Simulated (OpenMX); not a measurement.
# BN: equation of state with PBE

**What was measured.**

“Effect of nanostructuration on compressibility of cubic BN”, 2012, arxiv:1208.3664 quotes, for a bulk crystal of BN at 300 K: bulk modulus 395 ± 2 GPa.

The system is BN.

```
N B
1.0
     0.00000    1.81300    1.81300
     1.81300    0.00000    1.81300
     1.81300    1.81300    0.00000
N B
1 1
Direct
  0.25000 0.25000 0.25000
  0.00000 0.00000 0.00000
```

The cell is a database's computed one.

```
Program             : OpenMX 3.8.5
Task                : equation of state
Functional          : PBE
Potentials or basis : OpenMX 2013 PBE set, N6.0-s2p2d1, B7.0-s2p2d1, fixed grid of 25 × 25 × 25 points
k mesh              : 13 × 13 × 13
Occupations         : fermi-dirac, width 0.05 eV
Spin                : no spin polarisation
```

| Property | Result |
| --- | --- |
| Equilibrium volume | 5.97 Å³/atom |
| Bulk modulus | 371 GPa |
| Pressure derivative of the bulk modulus | 3.6 |

Energy against volume, from the lowest point:
```
volume (Å³/atom)  energy (meV/atom)
           5.602              29.45
           5.721              13.14
           5.840               3.51
           5.959               0.00
           6.078               2.03
           6.198               9.15
           6.317              20.92
```

Measured bulk modulus of BN: 395 GPa (300 K; quoted in “Effect of nanostructuration on compressibility of cubic BN”, 2012, arxiv:1208.3664). This calculation gives 371 GPa (-6.2 %). The fit is for a static lattice scaled at fixed shape and fixed fractional positions.

Caveat: volumes in these bases differ from converged ones by about 1 %, for some elements by several; the basis of atomic orbitals isn't converged, which shifts pressures, moduli and gaps.
